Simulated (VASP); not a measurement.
Wanted: the native input for a VASP 6.6.1 run.

| Item | Value |
| --- | --- |
| Task | relaxation of cell and atoms |
| Functional | PBEsol |
| Potentials or basis | VASP PAW PBE potentials, release 64 (Se) |
| Cutoff | 600 eV |
| k mesh | 9 × 9 × 6 |
| Occupations | gaussian, width 0.03 eV |
| Spin | no spin polarisation |
| Further INCAR settings | ALGO = Normal; EDIFF = 1e-06; IBRION = 2; EDIFFG = -0.01; NSW = 90; ISIF = 3 |

The structure of Se lies in POSCAR:

```
Se
1.0
    4.3662000000      0.0000000000      0.0000000000
   -2.1831000000      3.7812401180      0.0000000000
    0.0000000000      0.0000000000      4.9536000000
Se
3
Direct
    0.2254000000      0.0000000000      0.3333333333
    0.0000000000      0.2254000000      0.6666666667
    0.7746000000      0.7746000000      0.0000000000
```

One way to write it, as run:

INCAR

```
  PREC = Accurate
  ENCUT = 600
  EDIFF = 1E-6
  ISMEAR = 0
  SIGMA = 0.03
  LREAL = F
  LASPH = T
  NELM = 80
  ALGO = Normal
  ISIF = 3
  LWAVE = F
  LCHARG = F
  GGA = PS
  IBRION = 2
  NSW = 90
  EDIFFG = -0.01
```

KPOINTS

```
regular mesh
0
Gamma
  9 9 6
```

Potentials or basis: VASP PAW PBE potentials, release 64 (Se).

Run with:

```bash
$ cat potpaw_PBE.64/Se/POTCAR > POTCAR
$ mpirun -np 1 vasp_std > vasp.out
```

It gave:

```json
{
 "Relaxed volume": "24.08 Å³/atom",
 "Relaxed cell": "a = 4.032 Å, b = 4.032 Å, c = 5.131 Å, α = 90.00°, β = 90.00°, γ = 120.00°",
 "Space group after relaxing (to 0.05 Å)": "P3_121 (No. 152)",
 "Energy gained by relaxing": "25.0 meV/atom",
 "Ionic steps": "13",
 "Pressure after relaxing": "0.0 GPa",
 "Largest force after relaxing": "0.005 eV/Å",
 "Band gap on the k mesh": "0.41 eV, direct"
}
```

Caveat: the PAW data sets were made with another functional, which shifts forces and pressure a little; an odd mesh through Γ misses points on the zone boundary, where band edges often lie; the volume moved by -12 % from the deposited cell, more than functionals usually miss.

Run time: 5.4 min on 1 thread of AMD EPYC 7R13 Processor (Zen 3), with other jobs on the host, peak memory 0.24 GiB.
